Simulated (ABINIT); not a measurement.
Mo:

```xyz
1
Lattice="-1.5838 1.5838 1.5838 1.5838 -1.5838 1.5838 1.5838 1.5838 -1.5838" Properties=species:S:1:pos:R:3 pbc="T T T"
Mo    0.0000    0.0000    0.0000
```

Base run:

```yaml
Program: ABINIT 10.8.3 (patched build)
Functional: AM05
Potentials_or_basis: JTH PAW PBE v2.0
Cutoff: 490 eV
k_mesh: 12 × 12 × 12
Occupations: fermi-dirac, width 0.05 eV
Spin: no spin polarisation
```

Its results: band gap on the k mesh none (metal or under the smearing width); pressure -10.3 GPa.

Q: The run is repeated on the same cell with these changes: functional from AM05 to BLYP. What comes out?

A: Band gap on the k mesh none (metal or under the smearing width); pressure 8.5 GPa.

BLYP binds less tightly than AM05, so the same cell stands under more pressure.

Caveats: the PAW data sets were made with another functional, which shifts forces and pressure a little.
